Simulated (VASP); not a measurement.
# Al2O3 (Corundum) (R-3c) in VASP: electric field gradients with PBEsol

Aim: the electric field gradients of Al2O3 (Corundum) with PBEsol.

Program: VASP 6.6.1. These are calculated values, not measurements. Logs are shortened: lines on timing, memory, paths and dates and some standing lists are left out, and cuts for length are marked.

**What was measured.**

“Multi-petahertz electron interference in Cr:Al2O3 solid-state material”, 2018, pmc:5906618 quotes, for a bulk crystal of Al2O3: band gap 8.7 eV (optical).

The runs below are set against these values where they give the same quantity.

### 1 The crystal as given

It takes space group R-3c (No. 167, trigonal). The conventional cell has a = 4.774 Å, b = 4.774 Å, c = 13.015 Å, α = 90.00°, β = 90.00°, γ = 120.00°. Al (site symmetry 3) is surrounded by 6 O at 1.86 to 1.97 Å. O (site symmetry 2) has 4 Al at 1.86 to 1.97 Å as nearest neighbours.

### 2 Electric field gradients, PBEsol

INCAR reads:

```
SYSTEM = Al2O3
PREC     = Accurate       ! precision mode
ENCUT    = 520            ! plane-wave cutoff, eV
EDIFF    = 1E-8           ! SCF threshold, eV
ISMEAR   = 0              ! smearing method
SIGMA    = 0.01           ! smearing width, eV
LREAL    = .False.        ! projectors in reciprocal space
LASPH    = .True.         ! aspherical terms in the spheres
NELM     = 100            ! most SCF steps
ALGO     = Fast           ! electronic algorithm
ISIF     = 2              ! what is computed and relaxed
LWAVE    = .False.        ! write WAVECAR
LCHARG   = .False.        ! write CHGCAR
GGA      = PS             ! functional
LEFG     = .True.       
NBANDS   = 35             ! bands
```

KPOINTS reads:

```
Automatic mesh
0
Gamma
  6 6 6
  0 0 0
```

POSCAR reads:

```
Al2O3
1.0
    2.3868967403      1.3780754755      4.3382033482
   -2.3868967403      1.3780754755      4.3382033482
    0.0000000000     -2.7561509511      4.3382033482
Al O
4 6
Direct
    0.3520791479      0.3520791479      0.3520791479
    0.1479208521      0.1479208521      0.1479208521
    0.6479208521      0.6479208521      0.6479208521
    0.8520791479      0.8520791479      0.8520791479
    0.5558606231      0.9441393769      0.2500000000
    0.2500000000      0.5558606231      0.9441393769
    0.9441393769      0.2500000000      0.5558606231
    0.4441393769      0.0558606231      0.7500000000
    0.7500000000      0.4441393769      0.0558606231
    0.0558606231      0.7500000000      0.4441393769
```

Potentials or basis: VASP PAW PBE potentials, release 64 (Al, O).

Launch:

```console
$ cat potpaw_PBE.64/Al/POTCAR potpaw_PBE.64/O/POTCAR > POTCAR
$ mpirun -np 1 vasp_std > vasp.out
```

OUTCAR:

```text
SYSTEM = Al2O3
   PREC = Accurate
   ENCUT = 520
   EDIFF = 1E-8
   ISMEAR = 0
   LREAL = .False.
   LASPH = .True.
   NELM = 100
   ISIF = 2
   GGA = PS

 ion  position               nearest neighbor table
   1  0.352  0.352  0.352-   9 1.86   8 1.86  10 1.86   7 1.97   5 1.97   6 1.97   2 2.66   3 2.80
                             3 2.80   3 2.80   2 3.23   2 3.23   2 3.23
   2  0.148  0.148  0.148-  10 1.86   8 1.86   9 1.86   6 1.97   5 1.97   7 1.97   1 2.66   4 2.80
                             4 2.80   4 2.80   1 3.23   1 3.23   1 3.23
   3  0.648  0.648  0.648-   6 1.86   5 1.86   7 1.86  10 1.97   8 1.97   9 1.97   4 2.66   1 2.80
                             1 2.80   1 2.80   4 3.23   4 3.23   4 3.23
   4  0.852  0.852  0.852-   7 1.86   5 1.86   6 1.86   9 1.97   8 1.97  10 1.97   3 2.66   2 2.80
                             2 2.80   2 2.80   3 3.23   3 3.23   3 3.23
   5  0.556  0.944  0.250-   3 1.86   4 1.86   1 1.97   2 1.97
   6  0.250  0.556  0.944-   3 1.86   4 1.86   2 1.97   1 1.97
   7  0.944  0.250  0.556-   4 1.86   3 1.86   1 1.97   2 1.97
   8  0.444  0.056  0.750-   1 1.86   2 1.86   3 1.97   4 1.97
   9  0.750  0.444  0.056-   1 1.86   2 1.86   4 1.97   3 1.97
  10  0.056  0.750  0.444-   2 1.86   1 1.86   3 1.97   4 1.97

  LATTYP: Found a trigonal (rhomboedric) cell.
 ALAT       =     5.1396864063
 COS(alpha) =     0.5686557481

  Lattice vectors:

 A1 = (   2.3868967403,   1.3780754755,   4.3382033482)
 A2 = (  -2.3868967403,   1.3780754755,   4.3382033482)
 A3 = (   0.0000000000,  -2.7561509511,   4.3382033482)

Analysis of symmetry for initial positions (statically):
=====================================================================
 Subroutine PRICEL returns:
 Original cell was already a primitive cell.

 Routine SETGRP: Setting up the symmetry group for a
 trigonal (rhombohedral) supercell.

 Subroutine GETGRP returns: Found 12 space group operations
 (whereof  6 operations were pure point group operations)
 out of a pool of 12 trial point group operations.

The static configuration has the point symmetry S_6 .
 The point group associated with its full space group is D_3d.

Analysis of symmetry for dynamics (positions and initial velocities):
=====================================================================
 Subroutine PRICEL returns:
 Original cell was already a primitive cell.

 Routine SETGRP: Setting up the symmetry group for a
 trigonal (rhombohedral) supercell.

 Subroutine GETGRP returns: Found 12 space group operations
 (whereof  6 operations were pure point group operations)
 out of a pool of 12 trial point group operations.

The dynamic configuration has the point symmetry S_6 .
 The point group associated with its full space group is D_3d.

 Subroutine INISYM returns: Found 12 space group operations
 (whereof  6 operations are pure point group operations),
 and found     1 'primitive' translations

----------------------------------------------------------------------------------------

                                     Primitive cell

  volume of cell :      85.6185

  direct lattice vectors                    reciprocal lattice vectors
     2.386896740  1.378075475  4.338203348     0.209477013  0.120941610  0.076836724
    -2.386896740  1.378075475  4.338203348    -0.209477013  0.120941610  0.076836724
     0.000000000 -2.756150951  4.338203348     0.000000000 -0.241883220  0.076836724

  length of vectors
     5.139686406  5.139686406  5.139686406     0.253793960  0.253793960  0.253793960

  position of ions in fractional coordinates (direct lattice)
     0.352079148  0.352079148  0.352079148
     0.147920852  0.147920852  0.147920852
     0.647920852  0.647920852  0.647920852
     0.852079148  0.852079148  0.852079148
     0.555860623  0.944139377  0.250000000
     0.250000000  0.555860623  0.944139377
     0.944139377  0.250000000  0.555860623
     0.444139377  0.055860623  0.750000000
     0.750000000  0.444139377  0.055860623
     0.055860623  0.750000000  0.444139377

  ion indices of the primitive-cell ions
   primitive index   ion index
                 1           1
                 2           2
                 3           3
                 4           4
                 5           5
                 6           6
                 7           7
                 8           8
                 9           9
                10          10

----------------------------------------------------------------------------------------

 KPOINTS: Automatic mesh

Automatic generation of k-mesh.
 Grid dimensions read from file:
 generate k-points for:    6    6    6

 Generating k-lattice:

[... 61 lines left out ...]
   EDIFF  = 0.1E-07   stopping-criterion for ELM
   LREAL  =      F    real-space projection
   EDIFFG = 0.1E-06   stopping-criterion for IOM
   NSW    =      0    number of steps for IOM
   IBRION =     -1    ionic relax: 0-MD 1-quasi-New 2-CG
   NFREE  =      0    steps in history (QN), initial steepest desc. (CG)
   ISIF   =      2    stress and relaxation
   ISYM   =      2    0-nonsym 1-usesym 2-fastsym
   POTIM  = 0.5000    time-step for ionic-motion
   TEBEG  =    0.0;   TEEND  =   0.0 temperature during run
   PSTRESS=    0.0 pullay stress
   NELECT =      48.0000    total number of electrons
   NUPDOWN=      -1.0000    fix difference up-down
   EMIN   =  10.00;   EMAX   =-10.00  energy-range for DOS
   EFERMI =   0.00;   METHOD = LEGACY
   ISMEAR =     0;   SIGMA  =   0.01  broadening in eV -4-tet -1-fermi 0-gaus
   EFERMI_NEDOS =   21; number of points for ismear=-14 and -15
   IALGO  =     68    algorithm
   IMIX   =      4    mixing-type and parameters
     AMIX     =   0.40;   BMIX     =  1.00
     AMIX_MAG =   1.60;   BMIX_MAG =  1.00
  volume/ion in A,a.u.               =       8.56        57.78
  Fermi-wavevector in a.u.,A,eV,Ry     =   1.349893  2.550928 24.792684  1.822211
  Thomas-Fermi vector in A             =   2.477442
   LORBIT       =      0    0 simple, 1 ext, 2 COOP (PROOUT), +10 PAW based schemes
   GGA     = PS    functional components
   LHFCALC =     F    Hartree Fock is set to
   AEXX    =    0.0000 exact exchange contribution
   IVDW    =     0    specifies the selected vdW correction
   LEPSILON=     F    determine dielectric tensor
   LRPA    =     F    only Hartree local field effects (RPA)
 non-spin polarized calculation
 RMM-DIIS sequential band-by-band and
 Gauss-broadening in eV      SIGMA  =   0.01
  energy-cutoff  :      520.00
  volume of cell :       85.62
 maximum number of plane-waves:      2328
 NGX is ok and might be reduce to    40
   NGX = 19   NGY = 19   NGZ = 19

 number of electron      48.0000012 magnetization

 Free energy of the ion-electron system (eV)
  ---------------------------------------------------
  ext. energy  EPLUGINS =         0.00000000
  ---------------------------------------------------
  free energy    TOTEN  =       -78.66432086 eV

  energy without entropy =      -78.66432086  energy(sigma->0) =      -78.66432086

 E-fermi :   6.0053     XC(G=0): -11.9062

 val. band max:        5.9510797208   @ k =   0.0000   0.0000   0.0000
 cond. band min:      11.9906561129   @ k =   0.0000   0.0000   0.0000
 fundamental gap:      6.0395763922
 Fermi energy:         6.0053152143

 k-point     1 :       0.0000    0.0000    0.0000
  band No.  band energies     occupation
      1     -13.2002      2.00000
      2     -10.8451      2.00000
      3     -10.5643      2.00000
      4     -10.5643      2.00000
      5     -10.2404      2.00000
      6     -10.2404      2.00000
[... 901 lines left out ...]
     34      19.2423      0.00000
     35      19.3346      0.00000

 [... further k-points ...]

------------------------ aborting loop because EDIFF is reached ----------------------------------------

  FORCE on cell =-STRESS in cart. coord.  units (eV):
  Direction    XX          YY          ZZ          XY          YZ          ZX
  --------------------------------------------------------------------------------------
  -------------------------------------------------------------------------------------
  Total        0.0551020      0.0551020      0.0057421      0.0000000     -0.0000000      0.0000000
  in kB        1.0311221      1.0311221      0.1074519      0.0000000     -0.0000000      0.0000000
  external PRESSURE =       0.7232320 kB  Pullay stress =       0.0000000 kB

 VOLUME and BASIS-vectors are now :
 -----------------------------------------------------------------------------
  energy-cutoff  :      520.00
  volume of cell :       85.62
      direct lattice vectors                 reciprocal lattice vectors
     2.386896740  1.378075475  4.338203348     0.209477013  0.120941610  0.076836724
    -2.386896740  1.378075475  4.338203348    -0.209477013  0.120941610  0.076836724
     0.000000000 -2.756150951  4.338203348     0.000000000 -0.241883220  0.076836724

 POSITION                                       TOTAL-FORCE (eV/Angst)
 -----------------------------------------------------------------------------------
      0.00000     -0.00000      4.58217         0.000000      0.000000     -0.002166
      0.00000     -0.00000      1.92513         0.000000     -0.000000      0.002166
      0.00000     -0.00000      8.43244         0.000000     -0.000000      0.002166
      0.00000     -0.00000     11.08948         0.000000      0.000000     -0.002166
     -0.92678      1.37808      7.59186        -0.004704     -0.000000      0.000000
     -0.73006     -1.49165      7.59186         0.002352     -0.004074     -0.000000
      1.65684      0.11358      7.59186         0.002352      0.004074     -0.000000
      0.92678     -1.37808      5.42275         0.004704      0.000000      0.000000
      0.73006      1.49165      5.42275        -0.002352      0.004074     -0.000000
     -1.65684     -0.11358      5.42275        -0.002352     -0.004074     -0.000000
 -----------------------------------------------------------------------------------
    total drift:                               -0.000000     -0.000000     -0.000000

  FREE ENERGIE OF THE ION-ELECTRON SYSTEM (eV)
  ---------------------------------------------------
  free  energy   TOTEN  =       -78.6643208645 eV

  energy  without entropy=      -78.6643208645  energy(sigma->0) =      -78.66432086

 Electric field gradients (V/A^2)
---------------------------------------------------------------------
 ion       V_xx      V_yy      V_zz      V_xy      V_xz      V_yz
---------------------------------------------------------------------
   1      -3.014    -3.014     6.028     0.000     0.000     0.000
   2      -3.014    -3.014     6.028    -0.000    -0.000     0.000
   3      -3.014    -3.014     6.028     0.000     0.000     0.000
   4      -3.014    -3.014     6.028    -0.000    -0.000     0.000
   5       9.109    -5.857    -3.252     0.000     0.000   -31.895
   6      -2.115     5.368    -3.252    -6.480    27.622    15.948
   7      -2.115     5.368    -3.252     6.480   -27.622    15.948
   8       9.109    -5.857    -3.252    -0.000     0.000   -31.895
   9      -2.115     5.368    -3.252    -6.480    27.622    15.948
  10      -2.115     5.368    -3.252     6.480   -27.622    15.948
---------------------------------------------------------------------

 Electric field gradients after diagonalization (V/A^2)
 (convention: |V_zz| > |V_xx| > |V_yy|)
----------------------------------------------------------------------
 ion       V_xx      V_yy      V_zz     asymmetry (V_yy - V_xx)/ V_zz
----------------------------------------------------------------------
   1      -3.014    -3.014     6.028       0.000
   2      -3.014    -3.014     6.028       0.000
   3      -3.014    -3.014     6.028       0.000
   4      -3.014    -3.014     6.028       0.000
   5      27.367     9.109   -36.476       0.501
   6      27.367     9.109   -36.476       0.501
   7      27.367     9.109   -36.476       0.501
   8      27.367     9.109   -36.476       0.501
   9      27.367     9.109   -36.476       0.501
  10      27.367     9.109   -36.476       0.501
----------------------------------------------------------------------

           NMR quadrupolar parameters

 Cq : quadrupolar parameter    Cq=e*Q*V_zz/h
 eta: asymmetry parameters     (V_yy - V_xx)/ V_zz
 Q  : nuclear electric quadrupole moment in mb (millibarn)
----------------------------------------------------------------------
 ion       Cq(MHz)       eta       Q (mb)
----------------------------------------------------------------------
   1       0.015       0.000       1.000
   2       0.015       0.000       1.000
   3       0.015       0.000       1.000
   4       0.015       0.000       1.000
   5      -0.088       0.501       1.000
   6      -0.088       0.501       1.000
   7      -0.088       0.501       1.000
   8      -0.088       0.501       1.000
   9      -0.088       0.501       1.000
  10      -0.088       0.501       1.000
----------------------------------------------------------------------
```

Wall time 2.8 min (1 thread of Intel Xeon Platinum 8259CL at 2.50GHz (Skylake/Cascade Lake), shared host); peak memory 0.27 GiB.

Results:

```yaml
Free_energy: -78.6643 eV
Pressure: 0.1 GPa
Largest_force: 0.005 eV/Å
Band_gap_on_the_k_mesh: 6.04 eV, direct
```

Forces in eV/Å, atoms in the order of the input:
```
Al   0.000  0.000 -0.002
Al   0.000  0.000  0.002
Al   0.000  0.000  0.002
Al   0.000  0.000 -0.002
O   -0.005  0.000  0.000
O    0.002 -0.004  0.000
O    0.002  0.004  0.000
O    0.005  0.000  0.000
O   -0.002  0.004  0.000
O   -0.002 -0.004  0.000
```

Stress tensor (GPa, compression positive):
```
0.10 0.00 0.00
0.00 0.10 0.00
0.00 0.00 0.01
```

Levels at points of the mesh, in eV from the valence-band top:
```tsv
k point	band 21	band 22	band 23	band 24	band 25	band 26	band 27	band 28
(0.00, 0.00, 0.00)	-0.50	-0.04	-0.04	0.00	6.04	8.91	10.59	11.34
(0.50, 0.00, 0.00)	-0.91	-0.91	-0.27	-0.27	9.26	9.26	9.48	9.48
(0.50, 0.50, 0.00)	-1.01	-0.91	-0.74	-0.25	9.41	9.55	9.73	10.22
(0.50, 0.50, 0.50)	-0.38	-0.38	-0.38	-0.38	8.48	8.48	10.90	10.90
```

Electric field gradients, principal values (V/Å²):
```csv
atom,Vxx,Vyy,Vzz
1 Al,-3.014,-3.014,6.028
2 Al,-3.014,-3.014,6.028
3 Al,-3.014,-3.014,6.028
4 Al,-3.014,-3.014,6.028
5 O,9.109,27.367,-36.476
6 O,9.109,27.367,-36.476
7 O,9.109,27.367,-36.476
8 O,9.109,27.367,-36.476
9 O,9.109,27.367,-36.476
10 O,9.109,27.367,-36.476
```

Caveat: the PAW data sets were made with another functional, which shifts forces and pressure a little.

### 3 Against experiment

Step 2. Against the measured gap of Al2O3, 8.7 eV (optical; quoted in “Multi-petahertz electron interference in Cr:Al2O3 solid-state material”, 2018, pmc:5906618), the calculated 6.04 eV is off by -2.66 eV. The value is that of PBEsol on a finite k mesh, which can miss the band edges, without temperature or zero-point motion. Semilocal functionals fall short of measured gaps as a rule.
